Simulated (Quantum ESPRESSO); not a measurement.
# Ta2C: equation of state with LDA

Crystal: Ta2C.

```xyz
3
Lattice="3.1059 0.0000 0.0000 -1.5530 2.6898 0.0000 0.0000 0.0000 4.9464" Properties=species:S:1:pos:R:3 pbc="T T T"
Ta    1.5530    0.8966    3.6999
Ta    0.0000    1.7932    1.2465
C     0.0000    0.0000    0.0000
```

```
Program             : Quantum ESPRESSO 7.5
Task                : equation of state
Functional          : LDA
Potentials or basis : GBRV 1.5 LDA
Cutoff              : 762 eV
Density cutoff      : 6095 eV
k mesh              : 10 × 10 × 6
Occupations         : fermi-dirac, width 0.05 eV
Spin                : no spin polarisation
```

* Equilibrium volume: 13.39 Å³/atom
* Bulk modulus at fixed shape and positions: 303 GPa
* Pressure derivative of the bulk modulus: 4.2

Energy against volume, from the lowest point:
| volume (Å³/atom) | energy (meV/atom) |
| --- | --- |
| 12.948 | 13.78 |
| 13.223 | 1.18 |
| 13.499 | 0.00 |
| 13.774 | 9.09 |
| 14.050 | 27.43 |
| 14.325 | 54.09 |
| 14.601 | 88.20 |

All runs of the series together: 3.5 min on 2 threads of Arm Neoverse V1, on a shared host.

Caveat: the cell was scaled at fixed shape and fractional positions, which overstates the stiffness of a crystal with free parameters, most of all of layers and chains. The run has no spin-orbit coupling, so splittings on Ta are missing.
